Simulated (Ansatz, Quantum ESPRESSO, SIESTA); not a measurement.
La2O3: 4 runs at one level of theory

```xyz
5
Lattice="3.9308 0.0000 0.0000 -1.9654 3.4042 0.0000 0.0000 0.0000 6.1120" Properties=species:S:1:pos:R:3 pbc="T T T"
La    0.0000    2.2694    1.5050
La    1.9654    1.1347    4.6070
O     0.0000    0.0000    0.0000
O     0.0000    2.2694    3.9477
O     1.9654    1.1347    2.1643
```

The cell is a database's computed one, not the measured one.

Alike in all runs: task band structure; functional PBEsol; k mesh 8 × 8 × 5; occupations fermi-dirac, width 0.05 eV; no spin polarisation; no spin-orbit coupling. Pressure is positive in compression and, in plane waves, holds the error of the finite cutoff, which Ansatz's Pulay term estimates and takes out. Gaps are the smaller of the mesh's and the band path's.

| program and potentials | plane-wave cutoff (eV) | notes | band gap (eV) | pressure (GPa) | largest force (eV/Å) |
| --- | --- | --- | --- | --- | --- |
| Ansatz, Ansatz PAW | 420 | potentials made for PBE, which Ansatz adapts in part; Pulay term of +0.47 GPa included | 3.77 | -3.01 | 0.093 |
| SIESTA, files PseudoDojo sr-pbesol-0.4.1-standard, DZP (energy shift 0.003 Ry; two zetas on semicore shells) | - | atomic basis | 3.64 | 3.77 | 0.276 |
| Quantum ESPRESSO, GBRV 1.5 PBEsol | 612 | - | 3.79 | -2.70 | 0.077 |
| Ansatz, all-electron LAPW, scalar-relativistic | - | - | ? | ? | ? |

Problem. Estimate from the other rows what the run with Ansatz, all-electron LAPW, scalar-relativistic gave.

Solution. Band gap 3.77 eV; pressure -2.98 GPa; largest force 0.092 eV/Å. The other rows, which needn't bracket it: band gap 3.64 to 3.79; pressure -3.01 to 3.77; largest force 0.077 to 0.276.
